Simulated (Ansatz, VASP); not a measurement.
# BAs in VASP and in Ansatz

File INCAR:

```
SYSTEM = BAs
PREC = Accurate
ENCUT = 520
EDIFF = 1E-6
ISMEAR = 0
SIGMA = 0.01
LREAL = .False.
LASPH = .True.
NELM = 60
ALGO = Normal
ISIF = 2
LWAVE = .False.
LCHARG = .False.
GGA = PS
NBANDS = 11
```

Contents of KPOINTS:

```
regular mesh
0
Gamma
  8 8 8
  0 0 0
```

Contents of POSCAR:

```
BAs
1.0
    0.0000000000      2.3838113257      2.3838113257
    2.3838113257      0.0000000000      2.3838113257
    2.3838113257      2.3838113257      0.0000000000
B As
1 1
Direct
    0.0000000000      0.0000000000      0.0000000000
    0.2500000000      0.2500000000      0.2500000000
```

Input for Ansatz:

```yaml
crystal:
  lattice:
    - [0.0, 2.3838113257, 2.3838113257]
    - [2.3838113257, 0.0, 2.3838113257]
    - [2.3838113257, 2.3838113257, 0.0]
  atoms:
    - { symbol: B, position: [0.0, 0.0, 0.0] }
    - { symbol: As, position: [0.25, 0.25, 0.25] }
basis:
  ecutwfc: 600.0
kpoints:
  mp_grid: { grid: [8, 8, 8] }
  band_path:
    path:
      - [0.0, 0.0, 0.0]
      - [0.0, 0.0, 0.0]
      - [0.401303559, 0.401303559, 0.0]
      - [0.5, 0.5, 0.5]
      - [0.0045527443, 0.0045527443, 0.0]
      - [-0.0045527443, -0.0045527443, 0.0]
      - [0.0052570563, 0.0052570563, 0.0052570563]
      - [-0.0052570563, -0.0052570563, -0.0052570563]
      - [0.0045527443, 0.0045527443, 0.0]
      - [-0.0045527443, -0.0045527443, 0.0]
      - [0.4058563033, 0.4058563033, 0.0]
      - [0.3967508147, 0.3967508147, 0.0]
      - [0.401303559, 0.4058563033, 0.0045527443]
      - [0.401303559, 0.3967508147, -0.0045527443]
      - [0.5052570563, 0.5052570563, 0.5052570563]
      - [0.4947429437, 0.4947429437, 0.4947429437]
      - [0.4967807237, 0.5032192763, 0.5]
      - [0.5032192763, 0.4967807237, 0.5]
    npoints: 1
hamiltonian:
  xc: pbesol
  pseudopotentials: { kind: paw, azcp: { folder: soft_1 } }
scf:
  occupations: { method: fixed }
  n_extra_bands: 5
output:
  forces: true
  stress: true
  eigenvalues: true
```

Alike in both runs: task single point; functional PBEsol; k mesh 8 × 8 × 8; no spin polarisation.

|  | VASP | Ansatz |
| --- | --- | --- |
| version | VASP 6.6.1 | Ansatz 0.2.0 |
| potentials or method | VASP PAW PBE potentials, release 64 (B, As) | scalar-relativistic, plane waves, PAW |
| plane-wave cutoff (eV) | 520 | 600 |
| occupations | gaussian, width 0.01 eV | fixed |
| valence electrons in the cell | 8 | 18 |

```tsv
	VASP	Ansatz	Ansatz less VASP
gap on the k mesh at the Fermi level (eV)	1.09	1.10	+0.009
least direct gap on the mesh (eV)	3.25	3.25	+0.003
pressure (GPa)	0.9	0.0	-0.90
```

The two sets of potentials don't hold the same shells in valence. Ansatz warned: «pseudo_functional_mismatch».

Caveats: the PAW data sets were made with another functional, which shifts forces and pressure a little (VASP). A k mesh can miss the band edges.
